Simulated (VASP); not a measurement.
**C: single point with PBE**

The system is C.

```
C
1.0
    -2.76978    2.76978    1.60117
     2.76978   -2.76978    1.60117
     2.76978    2.76978   -1.60117
C
4
Cartesian
  0.9905 0.9905 0.0000
  1.7793 1.7793 1.6012
  1.7793 -1.7793 1.6012
  -1.7793 1.7793 1.6012
```

The cell isn't the ideal one: Si replaced by C, lengths x 0.811, strained and moved within the space group.

| Item | Value |
| --- | --- |
| Program | VASP 6.6.1 |
| Task | single point |
| Functional | PBE |
| Potentials or basis | VASP PAW PBE potentials, release 64 (C) |
| Cutoff | 520 eV |
| k mesh | 6 × 6 × 6 |
| Occupations | gaussian, width 0.1 eV |
| Spin | no spin polarisation |

```json
{
 "Pressure": "-64.7 GPa",
 "Largest force": "0.547 eV/Å",
 "Band gap on the k mesh": "0.86 eV, direct"
}
```

Forces on the atoms (eV/Å):
```
C   -0.387 -0.387  0.000
C    0.387  0.387  0.000
C    0.387 -0.387  0.000
C   -0.387  0.387  0.000
```

Stress tensor (GPa, compression positive):
```
-62.96   0.00   0.00
  0.00 -62.96   0.00
  0.00   0.00 -68.20
```

Levels at points of the mesh, in eV from the valence-band top:
```csv
k point,band 5,band 6,band 7,band 8,band 9,band 10,band 11,band 12
"(0.00, 0.00, 0.00)",-3.38,-1.50,-1.50,-0.31,1.80,1.80,3.25,4.00
"(0.50, 0.00, 0.00)",-4.24,-3.20,-2.19,-1.47,2.62,3.24,4.57,5.42
"(0.50, 0.50, 0.00)",-2.57,-1.94,-1.63,-1.57,2.13,3.23,3.37,5.93
"(0.50, 0.50, 0.50)",-2.99,-0.21,0.00,0.00,0.86,1.80,4.09,5.93
```

Run time: 15 s on 1 thread of Intel(R) Xeon(R) Platinum 8488C (Sapphire Rapids), with other jobs on the host, peak memory 0.16 GiB.

Caveat: the cell as given lies far from equilibrium; so large a pressure means that the cell lies far from this level's equilibrium, or that cutoff or potentials fall short. A k mesh can miss the band edges.
